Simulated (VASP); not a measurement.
Given:

```
CELL_PARAMETERS angstrom
      0.00000     3.05000     3.05000
      3.05000     0.00000     3.05000
      3.05000     3.05000     0.00000
ATOMIC_POSITIONS crystal
  Zn 0.00000 0.00000 0.00000
  Te 0.25000 0.25000 0.25000
```

Method: PBEsol GGA, VASP's PBE PAW potentials (set 64) (plane waves; VASP). Numerical set-up: 520 eV cut-off, 7×7×7 Γ-centred mesh, Gaussian smearing of 0.050 eV, potentials Zn Te.

Problem. The ions, cell shape and volume are relaxed. Predict the relaxed structure.

Solution. 
```
CELL_PARAMETERS angstrom
      0.00000     3.03610     3.03610
      3.03610     0.00000     3.03610
      3.03610     3.03610     0.00000
ATOMIC_POSITIONS crystal
  Zn 0.00000 0.00000 0.00000
  Te 0.25000 0.25000 0.25000
```
Space group F-43m (216), at a tolerance of 0.03 Å.

Problem. How do energy and volume change from the first to the last step?

Solution. The energy (σ→0) changes by -0.8 meV/atom and the volume by -1.4 %, in 3 ionic steps.

```csv
step,E(σ→0) (eV),max force (eV/Å),pressure (GPa),volume (Å³)
1,-5.9120,0.000,-0.67,56.75
2,-5.9136,0.000,0.20,55.78
3,-5.9137,0.000,-0.02,55.97
```

The compound is ZnTe in the zinc blende structure. This run relaxes it. Symmetry was kept, so distortions that lower it aren't found.
